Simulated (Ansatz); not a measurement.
Phonon dispersion of Ta at 1.02 times its equilibrium volume

These are results of DFT PBE, scalar-relativistic, plane waves, PAW (Ansatz), not measurements. Cutoff 420 eV, 20×20×20 k-points (Γ-centred), Fermi-Dirac smearing of 0.15 eV. No spin polarisation. Phonons by linear response, acoustic sum rule imposed.

The cell, relaxed in shape and atoms at 1.02 times its equilibrium volume:
```yaml
crystal:
  lattice:
    - [0.00000, 2.12674, 2.12674]
    - [2.12674, 0.00000, 2.12674]
    - [2.12674, 2.12674, 0.00000]
  atoms:
    - { symbol: Ta, position: [0.00000, 0.00000, 0.00000] }
```

In a metal, frequencies and elastic constants depend on the k mesh and the smearing, soft modes and shear constants most. Some empty bands missed the eigensolver's threshold. Spin–orbit coupling is left out, which matters for heavy elements. The q mesh is coarse, so values between its points are rough.

Force constants from linear response on a 2×2×2 q mesh.

Question: Is the structure dynamically stable on this mesh?

Answer: Yes, on this mesh: no mode is imaginary. Between the mesh points the interpolation dips to 22i cm⁻¹.

Question: Give the frequencies (cm⁻¹; i marks imaginary ones) at the irreducible q points, in fractions of the reciprocal vectors.

Answer:
| q | star | frequencies |
| --- | --- | --- |
| 0.000 0.000 0.000 | 1 | 0 0 0 |
| 0.000 0.000 -0.500 | 4 | 40 40 176 |
| 0.000 -0.500 -0.500 | 3 | 105 105 144 |

This fcc form isn't the element's structure at ambient conditions.

Cost: 1 run of about 2 core-minutes, on Intel Xeon Platinum 8175M (Skylake/Cascade Lake) (shared hosts).